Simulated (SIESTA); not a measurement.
## SnTe under changes of volume

One of the cells (31.281 Å³/atom); the others are scaled copies at fixed shape and fractional positions:

```
Te Sn
1.0
     0.00000    3.15085    3.15085
     3.15085    0.00000    3.15085
     3.15085    3.15085    0.00000
Te Sn
1 1
Direct
  0.50000 0.50000 0.50000
  0.00000 0.00000 0.00000
```

* Program: SIESTA 5.4.2
* Functional: LDA
* Potentials or basis: PseudoDojo 0.4 standard (LDA files)
* Basis: DZP (energy shift 0.003 Ry; two zetas on semicore shells)
* Grid cutoff: 500 Ry
* Energy shift: 0.003 Ry
* k mesh: 7 × 7 × 7
* Occupations: fermi-dirac, width 0.05 eV
* Spin: no spin polarisation

```csv
volume (Å³/atom),energy over the lowest point (meV/atom),pressure (GPa)
29.404,?,?
30.030,2.47,1.2
30.656,0.00,0.1
31.281,1.71,-0.9
31.907,7.12,-1.8
32.532,15.77,-2.6
33.158,27.23,-3.3
```

Task: What does the run at 29.404 Å³/atom give?

Result: Energy over the lowest point 9.67 meV/atom; pressure 2.5 GPa.

Worked out: A Birch-Murnaghan fit of order 3 (a polynomial in V^(-2/3)) to the other rows has its minimum at 30.70 Å³/atom with B0 = V·E''(V) = 52 GPa and B' = 5.4. It gives 9.75 meV/atom at 29.404 Å³/atom, against the run's 9.67, and -dE/dV = 2.5 GPa, against 2.5.

Energies are extrapolated to zero smearing.

Caveats: the basis of atomic orbitals isn't converged, which shifts pressures, moduli and gaps.
